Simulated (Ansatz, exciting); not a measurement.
This is a calculation of Zn for Ansatz 0.2.0. The given cell was strained at random by a few per cent at fixed volume. This isn't the form of Zn at room conditions, which is hcp.

Contents of input.yaml:

```yaml
crystal:
  lattice:
    - [-1.527139, 1.561731, 1.526905]
    - [1.486471, -1.658779, 1.583285]
    - [1.565847, 1.697488, -1.623953]
  atoms:
    - { symbol: Zn, position: [0.01976, -0.004689, 0.010934] }
hamiltonian:
  xc: pbesol
  pseudopotentials: { kind: paw }
kpoints:
  mp_grid: { grid: [12, 12, 12] }
scf:
  occupations: { method: fermi_dirac, width: 0.05 }
output:
  forces: true
  stress: true
  eigenvalues: true
```

Potentials or basis: Ansatz PAW.

The run is started by

```bash
$ ansatz run input.yaml --threads 1 --pin off --max-ram 3584MiB --backend cpu --events-out ev --progress --plain --runs-dir out
```

Problem. Set up the same calculation for exciting (release sodium). Potentials or basis there: all-electron LAPW+lo, shipped species files, valence relativity iora*.

Solution. As run (cutoffs and basis follow the program's own potentials, and thresholds, step limits or extra output files can differ):

input.xml

```xml
<input>
  <title>Zn</title>
  <structure speciespath="./" tshift="false">
    <crystal scale="1">
      <basevect>-2.885874464235 2.951243870338 2.885432268322</basevect>
      <basevect>2.809023082199 -3.134638011281 2.991975027228</basevect>
      <basevect>2.959021983067 3.207787419839 -3.068826409264</basevect>
    </crystal>
    <species speciesfile="Zn.xml" rmt="2">
      <atom coord="0.019760000000 -0.004689000000 0.010934000000"/>
    </species>
  </structure>
  <groundstate do="fromscratch" ngridk="12 12 12" rgkmax="9" gmaxvr="14" lmaxapw="10" lmaxmat="10" lmaxvr="8" xctype="GGA_PBE_SOL" stype="Fermi Dirac" swidth="0.00183747" nempty="8" ValenceRelativity="iora*" epsengy="1e-05" epspot="1e-05" maxscl="60" tforce="true" outputlevel="normal"/>
</input>
```

Potentials or basis: all-electron LAPW+lo, shipped species files, valence relativity iora*.

The run is started by

```console
$ OMP_NUM_THREADS=1 exciting_smp
```

Both were run:

|  | Ansatz | exciting |
| --- | --- | --- |
| Energy over the undisturbed cell | -8.4 meV/atom | -8.5 meV/atom |

Ansatz's potentials were made for PBE.

Where Ansatz's input types no cutoff or centring, it takes its own default and a Γ-centred mesh.

The undisturbed cell isn't at this level's minimum, so the move can lower the energy.
